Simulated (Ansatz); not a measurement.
The system is NiO.

```
Ni O
1.0
     0.00000    2.08590    2.08590
     2.08590    0.00000    2.08590
     2.08590    2.08590    0.00000
Ni O
1 1
Direct
  0.00000 0.00000 0.00000
  0.50000 0.50000 0.50000
```

```yaml
Program: Ansatz 0.2.0
Task: relaxation of cell and atoms
Functional: BLYP
Potentials_or_basis: Ansatz PAW
Cutoff: "420 eV (not typed: the program's choice for these potentials)"
k_mesh: 11 × 11 × 11
Occupations: fermi-dirac, width 0.05 eV
Spin: collinear spin, ferromagnetic start
Starting_moments: "[1.0, 0.0] μB"
```

At the start: volume 9.08 Å³/atom.

Problem. Where does the relaxation end?

Solution. It ends after 8 steps and the volume is 9.80 Å³/atom (+8.0 %); space group Fm-3m (No. 225, to 0.05 Å); moment 1.86 μB per cell.

The path:
```tsv
step	energy change (eV)	largest force (eV/Å)	volume (Å³)
1	0.0000	0.0000	18.15
2	-0.0355	0.0000	18.75
3	-0.0484	0.0000	19.49
4	-0.0483	0.0000	19.51
5	-0.0585	0.0000	19.51
6	-0.0583	0.0000	19.60
7	-0.0583	0.0000	19.60
8	-0.0589	0.0000	19.60
```

Final structure:
```
CELL_PARAMETERS angstrom
0.00000 2.14014 2.14014
2.14014 0.00000 2.14014
2.14014 2.14014 0.00000
ATOMIC_POSITIONS crystal
Ni 0.00000 0.00000 0.00000
O 0.50000 0.50000 0.50000
```

Caveat: the plane-wave basis is chosen anew once the cell has moved, so the energies of steps on either side of that aren't comparable; the pressure holds a Pulay correction of +0.8 GPa for the finite cutoff; a cell with one magnetic atom can't hold antiferromagnetic order, which such compounds often take; the PAW data sets come from PBE, with cores solved anew for the run's functional, which leaves a small shift of forces and pressure.
